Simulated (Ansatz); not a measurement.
The calculation used DFT PBE, scalar-relativistic, plane waves, PAW (Ansatz 0.2.0). All cells share a 420 eV cutoff and Γ-centred k meshes spaced at most about 0.3 Å⁻¹ (about 0.25 or finer for metals, 2π included). No spin polarisation.

Each guess is relaxed in cell and atoms at zero pressure, on a coarse mesh first where it starts far from rest and then on a converged one. The steps can't lower the symmetry of the start, but it can rise. Energies are static (0 K, no zero-point motion).

Two unrelaxed guesses for BaH4:

Guess 1.

```
Ba H
1.0
     4.96378    0.00000    0.00000
    -2.48189    4.29876    0.00000
     0.00000    0.00000    6.50108
Ba H
1 4
Direct
  0.66667 0.33333 0.11700
  0.51769 0.48231 0.48960
  0.51769 0.03537 0.48960
  0.96463 0.48231 0.48960
  0.00000 0.00000 0.24159
```

Guess 2.

```
Ba H
1.0
    -2.00341    2.00341    5.05341
     2.00341   -2.00341    5.05341
     2.00341    2.00341   -5.05341
Ba H
1 4
Direct
  0.00000 0.00000 0.00000
  0.25000 0.75000 0.50000
  0.75000 0.25000 0.50000
  0.38296 0.38296 0.00000
  0.61704 0.61704 0.00000
```

Question: Do they relax into the same structure? If not, which is lower?

Answer: No. Guess 2 ends lower, by 0.76 eV/atom. Guess 1: P3m1 at 27.7 Å³/atom → P-6m2 at 15.0 Å³/atom; Guess 2: I4/mmm at 16.2 Å³/atom → I4/mmm at 12.9 Å³/atom. Counting H atoms around Ba (those within 1.25 times the shortest such distance or 1.15 times the sum of covalent radii, 1.27 where that leaves under three; a plus sign parts nearer from farther groups), the end of guess 1 has Ba 3+6 and the end of guess 2 has Ba 18. The end of guess 2 holds H–H pairs as short as in free H₂ molecules (shortest 0.77 Å); in the end of guess 1 the shortest H–H distance is 1.30 Å. End of guess 1. Conventional cell: a = 4.146 Å, c = 5.039 Å. Around Ba lie 3 H at 2.39 Å and 6 H at 2.63 Å; H on a site of symmetry mm2 has 2 H at 1.30 Å and 2 Ba at 2.63 Å; around H on a site of symmetry -6m2 lie 3 Ba at 2.39 Å. End of guess 2. Conventional cell: a = 4.363 Å, c = 6.751 Å. Ba has 8 H at 2.76 Å and 10 H at 2.99–3.11 Å; H on a site of symmetry -4m2 is surrounded by 4 H at 2.54 Å, 4 Ba at 2.76 Å and 8 H at 3.01–3.09 Å; H on a site of symmetry 4mm is surrounded by 1 H at 0.77 Å, 4 H at 2.54 Å, 5 Ba at 2.99–3.11 Å and 4 H at 3.01 Å.

Ends held by symmetry can be saddle points. Neither end is the lowest form computed: that has space group R-3m (No. 166) and lies 3 meV/atom below the better end. With hydrogen, zero-point motion can shift such differences by 10 meV/atom or more. Some types were kept out of the candidates beforehand, so the set may lack a known form.
